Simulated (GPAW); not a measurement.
Runs of GPAW 26.7.0 on CdTe. Symmetry: F-43m, No. 216, cubic system. The conventional cell has a = 6.410 Å, b = 6.410 Å, c = 6.410 Å, α = 90.00°, β = 90.00°, γ = 90.00°. Around Te (site symmetry -43m) lie 4 Cd at 2.78 Å. Cd (site symmetry -43m) has 4 Te at 2.78 Å as nearest neighbours. 

```csv
task,level,spin,cutoff (eV),smearing,maxiter,response ecut,response k mesh,response bands,kernels,gap on the mesh (eV),pressure (GPa)
single point,PBE,off,500,fermi-dirac 0.05 eV,80,-,-,-,-,0.87,(a)
dielectric tensor,PBE,off,500,fermi-dirac 0.001 eV,150,80 eV,18 × 18 × 18,25,"["RPA", "LR0.1", "Bootstrap"]",0.87,-
dielectric tensor,PBE,off,450,fermi-dirac 0.001 eV,150,80 eV,18 × 18 × 18,25,"["RPA", "LR0.1", "LR0.3"]",0.87,-
band structure,BEEF-vdW,"SOC, no magnetisation",600,fermi-dirac 0.05 eV,150,-,-,-,-,0.67,-
single point,PBE,off,450,fermi-dirac 0.05 eV,80,-,-,-,-,0.87,3.2
```

Alike in all rows: potentials or basis GPAW PAW data sets (gpaw-data 1.2.1), pw; cell as given; k mesh 6 × 6 × 6.

Fill in the values left out.

(a) 3.6.

Caveats: spin-orbit coupling is left out, which moves the levels of the heavy elements (some runs); the cutoff is short for stress and forces, so pressures can be off by a GPa or more (some runs); the long-wavelength limit can be off by several per cent where d states take part (some runs); spin-orbit coupling was added after a scalar SCF, so levels and gaps hold it while energy, forces, pressure and moments don't (some runs); this program's spin-orbit splittings come out too wide for heavy elements (some runs); the PAW data sets were made with another functional, which shifts forces and pressure a little (some runs).

A k mesh can miss the band edges, and rows without SOC leave out spin-orbit coupling on Cd, Te.
